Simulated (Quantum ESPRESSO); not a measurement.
## SiC (Moissanite): phonons with PW91

Crystal: SiC (Moissanite).

```xyz
4
Lattice="3.0760 0.0000 0.0000 -1.5380 2.6639 0.0000 0.0000 0.0000 5.0480" Properties=species:S:1:pos:R:3 pbc="T T T"
Si    1.5380    0.8880    2.5240
Si    0.0000    1.7759    0.0000
C     1.5380    0.8880    4.4675
C     0.0000    1.7759    1.9435
```

| Item | Value |
| --- | --- |
| Program | Quantum ESPRESSO 7.5 |
| Task | phonons |
| Functional | PW91 |
| Potentials or basis | PseudoDojo 0.4.1 SR PBE standard |
| Cutoff | 1116 eV |
| Density cutoff | 4463 eV |
| k mesh | 6 × 6 × 4, shifted |
| Occupations | fermi-dirac, width 0.05 eV |
| Spin | no spin polarisation |
| Mixing beta | 0.5 |
| Most SCF iterations | 120 |
| SCF threshold | 8e-10 Ry |

```
Relaxed volume                                          : 10.52 Å³/atom
Relaxed cell                                            : a = 3.094 Å, b = 3.094 Å, c = 5.076 Å, α = 90.00°, β = 90.00°, γ = 120.00°
Space group after relaxing (to 0.05 Å)                  : P6_3mc (No. 186)
Pressure after relaxing                                 : 0.0 GPa
Electronic dielectric tensor (diagonal)                 : 7.30
Born charges (mean of the diagonal)                     : Si +2.69; C -2.79 e
Highest phonon frequency at Γ, LO-TO splitting left out : 817 cm⁻¹
Static dielectric tensor (diagonal)                     : 10.60, 10.60, 11.33
```

Step by step:
```tsv
step	energy change (eV)	largest force (eV/Å)	pressure (GPa)	volume (Å³)
1	0.0000	0.7541	4.01	41.36
2	-0.0391	0.1851	-0.74	42.21
3	-0.0435	0.0423	-0.27	42.12
4	-0.0442	0.0017	-0.02	42.07
5	-0.0442	0.0000	0.00	42.07
```

Final structure:
```
CELL_PARAMETERS angstrom
3.09359 0.00000 0.00000
-1.54679 2.67912 0.00000
0.00000 0.00000 5.07602
ATOMIC_POSITIONS crystal
Si 0.66667 0.33333 0.50456
Si 0.33333 0.66667 0.00456
C 0.66667 0.33333 0.88044
C 0.33333 0.66667 0.38044
```

Levels at points of the mesh, in eV from the valence-band top:
```tsv
k point	band 6	band 7	band 8	band 9	band 10	band 11
(0.00, 0.00, 0.12)	-0.48	0.00	0.00	4.81	6.42	6.68
```

Phonon frequencies in cm⁻¹ (negative: imaginary):
```csv
q point,frequencies
"(0.000, 0.000, 0.000)",-6 -6 11 258 258 586 743 743 750 780 780 817
```

Electronic dielectric tensor:
```
7.30 0.00 0.00
0.00 7.30 0.00
0.00 0.00 7.30
```

Born effective charge tensors (e):
atom 1, Si
```
2.62 0.00 0.00
0.00 2.62 0.00
0.00 0.00 2.85
```
atom 2, Si
```
2.62 0.00 0.00
0.00 2.62 0.00
0.00 0.00 2.85
```
atom 3, C
```
-2.76  0.00  0.00
 0.00 -2.76  0.00
 0.00  0.00 -2.86
```
atom 4, C
```
-2.76  0.00  0.00
 0.00 -2.76  0.00
 0.00  0.00 -2.86
```

Optical modes at Γ, degenerate ones joined, polar ones without the macroscopic field:
```csv
cm⁻¹,components,symmetry,active in,"IR intensity, summed ((D/Å)²/amu)"
258,2,E2,Raman,0.00
586,1,B1,silent,0.00
743,2,E2,Raman,0.00
750,1,A1,IR and Raman,44.67
780,2,E1,IR and Raman,79.26
817,1,B1,silent,0.00
```

Zone-centre frequencies without and with the macroscopic field along z (cm⁻¹):
```
                      optical modes in rising order
       without  258 258 586 743 743 750 780 780 817
with the field  258 258 586 743 743 780 780 817 934
```

Static dielectric tensor, electrons and zone-centre modes:
```
10.60  0.00  0.00
 0.00 10.60  0.00
 0.00  0.00 11.33
```

Wall time 4.2 min on 4 MPI ranks on Intel(R) Xeon(R) Processor @ 2.50GHz (Skylake/Cascade Lake) (shared host), peak memory 0.28 GiB a rank.

Caveat: the mesh is thin for the dielectric tensor, Born charges and intensities, which usually come out too large; the potentials were made for another functional, which shifts forces and pressure; the Born charges break their sum rule by 0.19 e, a sign of too thin a mesh.
